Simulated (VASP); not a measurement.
# Al (Fm-3m) in VASP: settings compared

The runs below take Al through band structure, with BLYP, AM05, PW91, r2SCAN.

All numbers are computed with VASP 6.6.1; they aren't measurements. Logs are shortened: lines on timing, memory, paths and dates and some standing lists are left out, and cuts for length are marked.

**1. The structure**

It takes space group Fm-3m (No. 225, cubic). Conventional cell: a = 4.050 Å, b = 4.050 Å, c = 4.050 Å, α = 90.00°, β = 90.00°, γ = 90.00°. Around Al (site symmetry m-3m) lie 12 Al at 2.86 Å.

**2. Band structure, BLYP**

The input, INCAR:

```
AGGAC = 1.0
AGGAX = 1.0
ALDAC = 0.0
ALDAX = 1.0
ALGO = Normal
EDIFF = 1E-7
ENCUT = 520
GGA = B5
ISIF = 2
ISMEAR = -1
LASPH = T
LCHARG = F
LREAL = F
LWAVE = F
NELM = 100
PREC = Accurate
SIGMA = 0.05
```

The input, KPOINTS:

```
k-points
0
Gamma
  11 11 11
```

The input, POSCAR:

```
Al
1.0
    0.0000000000      2.0248050000      2.0248050000
    2.0248050000      0.0000000000      2.0248050000
    2.0248050000      2.0248050000      0.0000000000
Al
1
Direct
    0.0000000000      0.0000000000      0.0000000000
```

The input, KPOINTS_OPT:

```
path GXWKGLUWLK,UX
15
line-mode
reciprocal
 0.0000000000  0.0000000000  0.0000000000  G
 0.5000000000  0.0000000000  0.5000000000  X

 0.5000000000  0.0000000000  0.5000000000  X
 0.5000000000  0.2500000000  0.7500000000  W

 0.5000000000  0.2500000000  0.7500000000  W
 0.3750000000  0.3750000000  0.7500000000  K

 0.3750000000  0.3750000000  0.7500000000  K
 0.0000000000  0.0000000000  0.0000000000  G

 0.0000000000  0.0000000000  0.0000000000  G
 0.5000000000  0.5000000000  0.5000000000  L

 0.5000000000  0.5000000000  0.5000000000  L
 0.6250000000  0.2500000000  0.6250000000  U

 0.6250000000  0.2500000000  0.6250000000  U
 0.5000000000  0.2500000000  0.7500000000  W

 0.5000000000  0.2500000000  0.7500000000  W
 0.5000000000  0.5000000000  0.5000000000  L

 0.5000000000  0.5000000000  0.5000000000  L
 0.3750000000  0.3750000000  0.7500000000  K

 0.6250000000  0.2500000000  0.6250000000  U
 0.5000000000  0.0000000000  0.5000000000  X
```

Potentials or basis: VASP PAW PBE potentials, release 64 (Al).

The run is started by

```bash
cat potpaw_PBE.64/Al/POTCAR > POTCAR
mpirun -np 1 vasp_std > vasp.out
```

OUTCAR:

```text
EDIFF = 1E-7
   ENCUT = 520
   GGA = B5
   ISIF = 2
   ISMEAR = -1
   LASPH = T
   LREAL = F
   NELM = 100
   PREC = Accurate

 ion  position               nearest neighbor table
   1  0.000  0.000  0.000-

  LATTYP: Found a face centered cubic cell.
 ALAT       =     4.0496100000

  Lattice vectors:

 A1 = (   0.0000000000,   2.0248050000,   2.0248050000)
 A2 = (   2.0248050000,   0.0000000000,   2.0248050000)
 A3 = (   2.0248050000,   2.0248050000,   0.0000000000)

Analysis of symmetry for initial positions (statically):
=====================================================================
 Subroutine PRICEL returns:
 Original cell was already a primitive cell.

 Routine SETGRP: Setting up the symmetry group for a
 face centered cubic supercell.

 Subroutine GETGRP returns: Found 48 space group operations
 (whereof 48 operations were pure point group operations)
 out of a pool of 48 trial point group operations.

The static configuration has the point symmetry O_h .

Analysis of symmetry for dynamics (positions and initial velocities):
=====================================================================
 Subroutine PRICEL returns:
 Original cell was already a primitive cell.

 Routine SETGRP: Setting up the symmetry group for a
 face centered cubic supercell.

 Subroutine GETGRP returns: Found 48 space group operations
 (whereof 48 operations were pure point group operations)
 out of a pool of 48 trial point group operations.

The dynamic configuration has the point symmetry O_h .

 Subroutine INISYM returns: Found 48 space group operations
 (whereof 48 operations are pure point group operations),
 and found     1 'primitive' translations

----------------------------------------------------------------------------------------

                                     Primitive cell

  volume of cell :      16.6027

  direct lattice vectors                    reciprocal lattice vectors
     0.000000000  2.024805000  2.024805000    -0.246937359  0.246937359  0.246937359
     2.024805000  0.000000000  2.024805000     0.246937359 -0.246937359  0.246937359
     2.024805000  2.024805000  0.000000000     0.246937359  0.246937359 -0.246937359

  length of vectors
     2.863506692  2.863506692  2.863506692     0.427708053  0.427708053  0.427708053

  position of ions in fractional coordinates (direct lattice)
     0.000000000  0.000000000  0.000000000

  ion indices of the primitive-cell ions
   primitive index   ion index
                 1           1

----------------------------------------------------------------------------------------

 KPOINTS: k-points

Automatic generation of k-mesh.
 Grid dimensions read from file:
 generate k-points for:   11   11   11

 Generating k-lattice:

  Cartesian coordinates                     Fractional coordinates (reciprocal lattice)
    -0.022448851  0.022448851  0.022448851     0.090909091  0.000000000  0.000000000
     0.022448851 -0.022448851  0.022448851     0.000000000  0.090909091  0.000000000
     0.022448851  0.022448851 -0.022448851     0.000000000  0.000000000  0.090909091

  Length of vectors
     0.038882550  0.038882550  0.038882550

  Shift w.r.t. Gamma in fractional coordinates (k-lattice)
     0.000000000  0.000000000  0.000000000

 Subroutine IBZKPT returns following result:
 ===========================================

 Found     56 irreducible k-points:

 Following reciprocal coordinates:
            Coordinates               Weight
  0.000000  0.000000  0.000000      1.000000
  0.090909  0.000000  0.000000      8.000000
  0.181818  0.000000  0.000000      8.000000
  0.272727  0.000000  0.000000      8.000000
  0.363636  0.000000  0.000000      8.000000
  0.454545  0.000000  0.000000      8.000000
[... 16 lines left out ...]
 -0.272727  0.181818  0.000000     24.000000
 -0.181818  0.181818  0.000000     12.000000
 [... further k-points ...]
   k-points           NKPTS =     56   k-points in BZ     NKDIM =     56   number of bands    NBANDS=      5
   number of dos      NEDOS =    301   number of ions     NIONS =      1
   total plane-waves  NPLWV =  13824
   dimension x,y,z NGX =    24 NGY =   24 NGZ =   24
   dimension x,y,z NGXF=    48 NGYF=   48 NGZF=   48
   ions per type =               1
   NGX,Y,Z   is equivalent  to a cutoff of  13.93, 13.93, 13.93 a.u.
   NGXF,Y,Z  is equivalent  to a cutoff of  27.87, 27.87, 27.87 a.u.
 SYSTEM =  unknown system
   PREC   = accura    normal or accurate (medium, high low for compatibility)
   ISTART =      0    job   : 0-new  1-cont  2-samecut
   ICHARG =      2    charge: 1-file 2-atom 10-const
   ISPIN  =      1    spin polarized calculation?
   LNONCOLLINEAR =      F non collinear calculations
   LSORBIT =      F    spin-orbit coupling
   LASPH  =      T    aspherical Exc in radial PAW
   ENCUT  =  520.0 eV  38.22 Ry    6.18 a.u.   5.32  5.32  5.32*2*pi/ulx,y,z
   NELM   =    100;   NELMIN=  2; NELMDL= -5     # of ELM steps
[... 50 lines left out ...]

 val. band max:        8.2099801782   @ k =  -0.4545   0.4545   0.0909
 cond. band min:       8.4373318969   @ k =   0.4545   0.1818   0.0909
 fundamental gap:      0.2273517187
 Fermi energy:         8.4356265913

 k-point     1 :       0.0000    0.0000    0.0000
  band No.  band energies     occupation
      1      -2.6608      2.00000
      2      20.9546      0.00000
      3      20.9546      0.00000
      4      20.9546      0.00000
      5      22.2370      0.00000

 k-point     2 :       0.0909    0.0000    0.0000
  band No.  band energies     occupation
      1      -2.4375      2.00000
      2      18.0248      0.00000
      3      20.2695      0.00000
      4      20.2695      0.00000
      5      23.0254      0.00000

 k-point     3 :       0.1818    0.0000    0.0000
  band No.  band energies     occupation
      1      -1.7697      2.00000
      2      14.4025      0.00000
      3      19.5253      0.00000
      4      19.5253      0.00000
      5      22.8564      0.00000

 k-point     4 :       0.2727    0.0000    0.0000
  band No.  band energies     occupation
      1      -0.6636      2.00000
      2      10.9945      0.00000
      3      19.1129      0.00000
      4      19.1129      0.00000
      5      22.6092      0.00000

 k-point     5 :       0.3636    0.0000    0.0000
  band No.  band energies     occupation
      1       0.8709      2.00000
      2       7.9040      1.99995
      3      19.0641      0.00000
      4      19.0641      0.00000
      5      21.2026      0.00000

 k-point     6 :       0.4545    0.0000    0.0000
  band No.  band energies     occupation
      1       2.8209      2.00000
      2       5.1717      2.00000
      3      19.3697      0.00000
      4      19.3697      0.00000
      5      20.1528      0.00000

 k-point     7 :       0.0909    0.0909    0.0000
  band No.  band energies     occupation
      1      -2.3631      2.00000
      2      19.0030      0.00000
      3      19.0030      0.00000
      4      19.3874      0.00000
      5      21.5946      0.00000

 k-point     8 :       0.1818    0.0909    0.0000
  band No.  band energies     occupation
      1      -1.8437      2.00000
      2      15.7181      0.00000
      3      18.0776      0.00000
      4      19.4643      0.00000
      5      21.8625      0.00000

 k-point     9 :       0.2727    0.0909    0.0000
  band No.  band energies     occupation
      1      -0.8841      2.00000
      2      12.2613      0.00000
      3      17.5225      0.00000
      4      19.1203      0.00000
      5      20.3962      0.00000
[... 73 lines left out ...]
 k-point    19 :       0.3636    0.1818    0.0000
  band No.  band energies     occupation
      1       0.5795      2.00000
      2      10.6220      0.00000
      3      16.0021      0.00000
      4      16.0602      0.00000
      5      17.6981      0.00000

 k-point    20 :       0.4545    0.1818    0.0000
  band No.  band energies     occupation
      1       2.2439      2.00000
      2       7.6842      2.00000
      3      14.6531      0.00000
      4      16.0715      0.00000
      5      17.8577      0.00000

 k-point    21 :      -0.4545    0.1818    0.0000
  band No.  band energies     occupation
      1       4.3121      2.00000
      2       5.0993      2.00000
      3      13.6448      0.00000
      4      16.5212      0.00000
      5      18.3862      0.00000

 k-point    22 :      -0.3636    0.1818    0.0000
  band No.  band energies     occupation
      1       2.8916      2.00000
      2       6.7668      2.00000
      3      13.0511      0.00000
      4      17.3501      0.00000
      5      19.3067      0.00000

 k-point    23 :      -0.2727    0.1818    0.0000
  band No.  band energies     occupation
      1       1.0887      2.00000
      2       9.5448      0.00000
      3      12.9104      0.00000
      4      18.5530      0.00000
      5      20.6027      0.00000

 k-point    24 :      -0.1818    0.1818    0.0000
  band No.  band energies     occupation
      1      -0.2967      2.00000
      2      12.2118      0.00000
      3      13.6251      0.00000
      4      20.1069      0.00000
      5      22.2166      0.00000

 [... further k-points ...]

------------------------ aborting loop because EDIFF is reached ----------------------------------------

  FORCE on cell =-STRESS in cart. coord.  units (eV):
  Direction    XX          YY          ZZ          XY          YZ          ZX
  --------------------------------------------------------------------------------------
  -------------------------------------------------------------------------------------
  Total        0.3253806      0.3253806      0.3253806     -0.0000000      0.0000000      0.0000000
  in kB       31.3994943     31.3994943     31.3994943     -0.0000000      0.0000000      0.0000000
  external PRESSURE =      31.3994943 kB  Pullay stress =       0.0000000 kB

 VOLUME and BASIS-vectors are now :
 -----------------------------------------------------------------------------
  energy-cutoff  :      520.00
  volume of cell :       16.60
      direct lattice vectors                 reciprocal lattice vectors
     0.000000000  2.024805000  2.024805000    -0.246937359  0.246937359  0.246937359
     2.024805000  0.000000000  2.024805000     0.246937359 -0.246937359  0.246937359
     2.024805000  2.024805000  0.000000000     0.246937359  0.246937359 -0.246937359

 POSITION                                       TOTAL-FORCE (eV/Angst)
 -----------------------------------------------------------------------------------
      0.00000      0.00000      0.00000         0.000000     -0.000000      0.000000
 -----------------------------------------------------------------------------------
    total drift:                               -0.000000     -0.000000      0.000000

  FREE ENERGIE OF THE ION-ELECTRON SYSTEM (eV)
  ---------------------------------------------------
  free  energy   TOTEN  =        -2.7068477939 eV

  energy  without entropy=       -2.7028994896  energy(sigma->0) =       -2.70487364
```

It took 9.8 s on 1 thread of Intel Xeon 6975P-C (Granite Rapids), shared host; peak memory 0.13 GiB.

Results:

| Property | Result |
| --- | --- |
| Free energy | -2.7068 eV |
| Pressure | 3.1 GPa |
| Band gap along the path | none (metal or under the smearing width) |

Levels at the corners of the path, in eV from the Fermi level:
```csv
point,band 1,band 2,band 3,band 4,band 5
Γ,-11.10,12.52,12.52,12.52,13.80
X,-2.93,-1.61,5.26,5.47,5.47
X,-2.93,-1.61,5.26,5.47,5.47
W,-0.87,-0.87,0.32,0.86,15.68
W,-0.87,-0.87,0.32,0.86,15.68
K,-1.90,-1.33,-0.48,6.44,8.14
K,-1.90,-1.33,-0.48,6.44,8.14
Γ,-11.10,12.52,12.52,12.52,13.80
Γ,-11.10,12.52,12.52,12.52,13.80
L,-4.51,-4.47,11.11,11.11,11.45
L,-4.51,-4.47,11.11,11.11,11.45
U,-1.90,-1.33,-0.48,6.44,8.14
U,-1.90,-1.33,-0.48,6.44,8.14
W,-0.87,-0.87,0.32,0.86,15.68
W,-0.87,-0.87,0.32,0.86,15.68
L,-4.51,-4.47,11.11,11.11,11.45
L,-4.51,-4.47,11.11,11.11,11.45
K,-1.90,-1.33,-0.48,6.44,8.14
U,-1.90,-1.33,-0.48,6.44,8.14
X,-2.93,-1.61,5.26,5.47,5.47
```

Caveat: the PAW data sets were made with another functional, which shifts forces and pressure a little.

**3. Band structure, AM05**

The input, INCAR:

```
ALGO = Normal
EDIFF = 1E-7
ENCUT = 520
GGA = AM
ISIF = 2
ISMEAR = -1
LASPH = T
LCHARG = F
LREAL = F
LWAVE = F
NELM = 100
PREC = Accurate
SIGMA = 0.05
```

KPOINTS is that of step 2.

POSCAR is that of step 2.

KPOINTS_OPT is that of step 2.

Potentials or basis: VASP PAW PBE potentials, release 64 (Al).

The run is started by

```bash
cat potpaw_PBE.64/Al/POTCAR > POTCAR
mpirun -np 1 vasp_std > vasp.out
```

Wall time 7.6 s (1 thread of Intel Xeon 6975P-C (Granite Rapids), shared host); peak memory 0.13 GiB.

It converged, with:

```
Free energy             : -4.0241 eV
Pressure                : -2.4 GPa
Band gap along the path : none (metal or under the smearing width)
```

Levels at the corners of the path, in eV from the Fermi level:
| point | band 1 | band 2 | band 3 | band 4 | band 5 |
| --- | --- | --- | --- | --- | --- |
| Γ | -11.09 | 12.57 | 12.57 | 12.57 | 14.04 |
| X | -2.91 | -1.61 | 5.24 | 5.57 | 5.57 |
| X | -2.91 | -1.61 | 5.24 | 5.57 | 5.57 |
| W | -0.84 | -0.84 | 0.11 | 1.14 | 15.76 |
| W | -0.84 | -0.84 | 0.11 | 1.14 | 15.76 |
| K | -1.88 | -1.38 | -0.39 | 6.53 | 8.17 |
| K | -1.88 | -1.38 | -0.39 | 6.53 | 8.17 |
| Γ | -11.09 | 12.57 | 12.57 | 12.57 | 14.04 |
| Γ | -11.09 | 12.57 | 12.57 | 12.57 | 14.04 |
| L | -4.60 | -4.34 | 11.37 | 11.37 | 11.39 |
| L | -4.60 | -4.34 | 11.37 | 11.37 | 11.39 |
| U | -1.88 | -1.38 | -0.39 | 6.53 | 8.17 |
| U | -1.88 | -1.38 | -0.39 | 6.53 | 8.17 |
| W | -0.84 | -0.84 | 0.11 | 1.14 | 15.76 |
| W | -0.84 | -0.84 | 0.11 | 1.14 | 15.76 |
| L | -4.60 | -4.34 | 11.37 | 11.37 | 11.39 |
| L | -4.60 | -4.34 | 11.37 | 11.37 | 11.39 |
| K | -1.88 | -1.38 | -0.39 | 6.53 | 8.17 |
| U | -1.88 | -1.38 | -0.39 | 6.53 | 8.17 |
| X | -2.91 | -1.61 | 5.24 | 5.57 | 5.57 |

Caveat: the PAW data sets were made with another functional, which shifts forces and pressure a little.

**4. Band structure, PW91**

Edit INCAR of step 3 so:

```diff
@@ -3,3 +3,3 @@
 ENCUT = 520
-GGA = AM
+GGA = 91
 ISIF = 2
```

KPOINTS is that of step 3.

POSCAR is that of step 3.

KPOINTS_OPT is that of step 3.

The run is started by

```bash
cat potpaw_PBE.64/Al/POTCAR > POTCAR
mpirun -np 1 vasp_std > vasp.out
```

It took 4 s on 1 thread of Intel Xeon 6975P-C (Granite Rapids), shared host; peak memory 0.13 GiB.

The run converged. Its results:

```
Free energy             : -3.6952 eV
Pressure                : 0.0 GPa
Band gap along the path : none (metal or under the smearing width)
```

Levels at the corners of the path, in eV from the Fermi level:
| point | band 1 | band 2 | band 3 | band 4 | band 5 |
| --- | --- | --- | --- | --- | --- |
| Γ | -11.10 | 12.55 | 12.55 | 12.55 | 13.96 |
| X | -2.93 | -1.60 | 5.24 | 5.53 | 5.53 |
| X | -2.93 | -1.60 | 5.24 | 5.53 | 5.53 |
| W | -0.86 | -0.86 | 0.20 | 1.03 | 15.73 |
| W | -0.86 | -0.86 | 0.20 | 1.03 | 15.73 |
| K | -1.89 | -1.36 | -0.43 | 6.50 | 8.15 |
| K | -1.89 | -1.36 | -0.43 | 6.50 | 8.15 |
| Γ | -11.10 | 12.55 | 12.55 | 12.55 | 13.96 |
| Γ | -11.10 | 12.55 | 12.55 | 12.55 | 13.96 |
| L | -4.57 | -4.40 | 11.28 | 11.28 | 11.42 |
| L | -4.57 | -4.40 | 11.28 | 11.28 | 11.42 |
| U | -1.89 | -1.36 | -0.43 | 6.50 | 8.15 |
| U | -1.89 | -1.36 | -0.43 | 6.50 | 8.15 |
| W | -0.86 | -0.86 | 0.20 | 1.03 | 15.73 |
| W | -0.86 | -0.86 | 0.20 | 1.03 | 15.73 |
| L | -4.57 | -4.40 | 11.28 | 11.28 | 11.42 |
| L | -4.57 | -4.40 | 11.28 | 11.28 | 11.42 |
| K | -1.89 | -1.36 | -0.43 | 6.50 | 8.15 |
| U | -1.89 | -1.36 | -0.43 | 6.50 | 8.15 |
| X | -2.93 | -1.60 | 5.24 | 5.53 | 5.53 |

Caveat: the PAW data sets were made with another functional, which shifts forces and pressure a little.

**5. Band structure, r2SCAN**

The input, INCAR:

```
ALGO = Normal
EDIFF = 1E-7
ENCUT = 520
ISIF = 2
ISMEAR = -1
LASPH = T
LCHARG = F
LMIXTAU = T
LREAL = F
LWAVE = F
METAGGA = R2SCAN
NELM = 100
PREC = Accurate
SIGMA = 0.05
```

KPOINTS is that of step 4.

POSCAR is that of step 4.

KPOINTS_OPT is that of step 4.

The run is started by

```bash
cat potpaw_PBE.64/Al/POTCAR > POTCAR
mpirun -np 1 vasp_std > vasp.out
```

It took 22 s on 1 thread of Intel Xeon 6975P-C (Granite Rapids), shared host; peak memory 0.13 GiB.

The run converged. Its results:

```
Free energy             : -6.7379 eV
Pressure                : -3.6 GPa
Band gap along the path : none (metal or under the smearing width)
```

Levels at the corners of the path, in eV from the Fermi level:
| point | band 1 | band 2 | band 3 | band 4 | band 5 |
| --- | --- | --- | --- | --- | --- |
| Γ | -11.80 | 13.29 | 13.29 | 13.29 | 15.14 |
| X | -3.15 | -1.65 | 5.46 | 5.97 | 5.97 |
| X | -3.15 | -1.65 | 5.46 | 5.97 | 5.97 |
| W | -0.94 | -0.94 | 0.05 | 1.48 | 16.73 |
| W | -0.94 | -0.94 | 0.05 | 1.48 | 16.73 |
| K | -2.04 | -1.52 | -0.28 | 7.00 | 8.75 |
| K | -2.04 | -1.52 | -0.28 | 7.00 | 8.75 |
| Γ | -11.80 | 13.29 | 13.29 | 13.29 | 15.14 |
| Γ | -11.80 | 13.29 | 13.29 | 13.29 | 15.14 |
| L | -4.97 | -4.53 | 12.05 | 12.05 | 12.25 |
| L | -4.97 | -4.53 | 12.05 | 12.05 | 12.25 |
| U | -2.04 | -1.52 | -0.28 | 7.00 | 8.75 |
| U | -2.04 | -1.52 | -0.28 | 7.00 | 8.75 |
| W | -0.94 | -0.94 | 0.05 | 1.48 | 16.73 |
| W | -0.94 | -0.94 | 0.05 | 1.48 | 16.73 |
| L | -4.97 | -4.53 | 12.05 | 12.05 | 12.25 |
| L | -4.97 | -4.53 | 12.05 | 12.05 | 12.25 |
| K | -2.04 | -1.52 | -0.28 | 7.00 | 8.75 |
| U | -2.04 | -1.52 | -0.28 | 7.00 | 8.75 |
| X | -3.15 | -1.65 | 5.46 | 5.97 | 5.97 |

Caveat: the PAW data sets were made with another functional, which shifts forces and pressure a little.

**6. The runs side by side**

```tsv
level	pressure (GPa)
BLYP	3.1
AM05	-2.4
PW91	0.0
r2SCAN	-3.6
```

Alike in all rows: task band structure; potentials or basis VASP PAW PBE potentials, release 64 (Al); no spin polarisation; cell as given; k mesh 11 × 11 × 11; cutoff (eV) 520; smearing fermi-dirac 0.05 eV.

The pressure there spans -3.6 GPa (r2SCAN) to 3.1 GPa (BLYP); a positive pressure means that this level wants a larger cell, a negative one a smaller.

Caveats: the PAW data sets were made with another functional, which shifts forces and pressure a little.

Absolute energies hang on the potentials; compare differences alone.
